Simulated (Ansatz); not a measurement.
Tl (bcc)

Method: HSE06, scalar-relativistic; no spin polarisation; PAW, 420 eV, Γ-centred 8×8×8 mesh, 0.05 eV Gaussian smearing; code Ansatz. The datasets are Ansatz's generated set soft_2.

```
CELL_PARAMETERS angstrom
-1.96950 1.96950 1.96950
1.96950 -1.96950 1.96950
1.96950 1.96950 -1.96950
ATOMIC_POSITIONS crystal
Tl 0.00000 0.00000 0.00000
```

At room temperature and ambient pressure Tl is hcp.

The volume is at zero pressure for this level.

```json
{
  "Space group": "Im-3m (No. 229)",
  "Volume": "30.56 Å³/atom"
}
```

(1) Fill in the band gap (HSE06).

Answer:

(1) zero (metallic).

With 13 valence electrons in the calculation's cell and no magnetic order, the bands, two electrons each, can't all be full or empty: band theory demands a metal.

No spin–orbit coupling, a notable omission for heavy elements. For a metal under a hybrid functional this mesh is coarse.
